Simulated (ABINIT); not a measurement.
Si2Mo:

```xyz
3
Lattice="-1.6000 1.6000 3.9305 1.6000 -1.6000 3.9305 1.6000 1.6000 -3.9305" Properties=species:S:1:pos:R:3 pbc="T T T"
Mo    0.0000    0.0000    0.0000
Si    0.0000    0.0000    5.2433
Si    0.0000    0.0000    2.6177
```

Base run:

* Program: ABINIT 10.8.3 (patched build)
* Functional: WC
* Potentials or basis: JTH PAW PBE v2.0
* Cutoff: 408 eV
* k mesh: 12 × 12 × 12
* Occupations: fermi-dirac, width 0.05 eV
* Spin: no spin polarisation

Its results: band gap on the k mesh none (metal or under the smearing width); pressure -1.4 GPa; largest force 0.319 eV/Å.

Problem. After a change of settings the same cell gave: band gap on the k mesh none (metal or under the smearing width); pressure 7.4 GPa; largest force 0.201 eV/Å. Which change was it?
A. functional from WC to revPBE
B. functional from WC to LDA; potentials or basis from JTH PAW PBE v2.0 to JTH PAW LDA v2.0
C. functional from WC to rPW86PBE
D. functional from WC to HCTH407

Solution. C.

Caveats: the PAW data sets were made with another functional, which shifts forces and pressure a little.

Runs at the PBE level aren't shown here.
